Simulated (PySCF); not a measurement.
# C4H10O (Ethoxy ethane): the cost of one run

Programs: PySCF 2.14.0, with density-fitted response routines of our own. Each step states its level of theory. These are calculated values for one molecule, in the gas phase or a continuum, unless marked as measured. Atoms count from 0, in the outputs and in this text.

## 1. Starting geometry

15 atoms, charge 0, multiplicity 1; geometry from: GFN2-xTB. The atoms were then displaced at random by about 0.01 Å, so the start is not that level's minimum.

Bonds of the start (Å): C0–C1 1.51, C1–O2 1.39, O2–C3 1.45, C3–C4 1.50, C0–H5 1.12, C0–H6 1.07, C0–H7 1.08, C1–H8 1.13, C1–H9 1.10, C3–H10 1.09, C3–H11 1.11, C4–H12 1.08, C4–H13 1.08, C4–H14 1.08.

## 2. Relaxing the molecule at PBE0-D3(BJ)/def2-SVP

The job: settings as JSON, then the geometry in Å.

```
{"job": {"xc": "PBE0", "basis": "def2-SVP", "d3": "d3bj", "grid": 1, "shake": 0.01, "kind": "geom"}, "charge": 0, "multiplicity": 1}
C     -2.331190    -0.592790    -0.082820
C     -1.202540     0.402390     0.077790
O     -0.006880    -0.301460    -0.063940
C      1.186180     0.517880     0.078480
C      2.390890    -0.354270    -0.090250
H     -3.302360    -0.039180     0.010730
H     -2.279420    -1.347090     0.668910
H     -2.285250    -1.028540    -1.071660
H     -1.242840     0.894540     1.090420
H     -1.255470     1.200720    -0.671270
H      1.128750     1.310000    -0.671390
H      1.155250     1.002200     1.079140
H      2.373320    -1.116930     0.667260
H      3.270780     0.264470     0.029730
H      2.385440    -0.829320    -1.058360
```

Started as:

```
$ OMP_NUM_THREADS=1 python probes_run.py task.json out
```

One launch serves the whole session: the jobs run in the order shown.

Q: Estimate the wall time and peak memory of this first job on 1 thread of Arm Neoverse V1, shared host.

About 38 s, with a peak of 0.51 GiB.
